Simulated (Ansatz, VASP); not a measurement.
## Two plane-wave programs on ZnO (base)

```
CELL_PARAMETERS angstrom
3.21253 0.00000 0.00000
-1.60627 2.78213 0.00000
0.00000 0.00000 5.18557
ATOMIC_POSITIONS crystal
Zn 0.33333 0.66667 0.49997
Zn 0.66667 0.33333 0.99997
O 0.66667 0.33333 0.37904
O 0.33333 0.66667 0.87904
```

Alike in both runs: functional PBE; k mesh 9 × 9 × 6; occupations gaussian, width 0.02 eV; no spin polarisation.

Ansatz relaxed the structure, and its values are those at the end. VASP's run is a single point on that final structure, the one shown.

|  | VASP | Ansatz |
| --- | --- | --- |
| version | VASP 6.6.1 | Ansatz 0.2.0 |
| potentials or method | VASP PAW PBE potentials, release 64 (Zn, O) | scalar-relativistic, plane waves, PAW |
| plane-wave cutoff (eV) | 520 | 420 |
| valence electrons in the cell | 36 | 36 |

VASP gave:

* gap on the k mesh at the Fermi level (eV): 0.82
* least direct gap on the mesh (eV): 0.82
* pressure (GPa): 10.3

Problem. Estimate Ansatz's values.

Solution. gap on the k mesh at the Fermi level (eV): 0.83; least direct gap on the mesh (eV): 0.83; pressure (GPa): 9.1.

A hybrid or GW would open this gap; PBE tends to underestimate it.
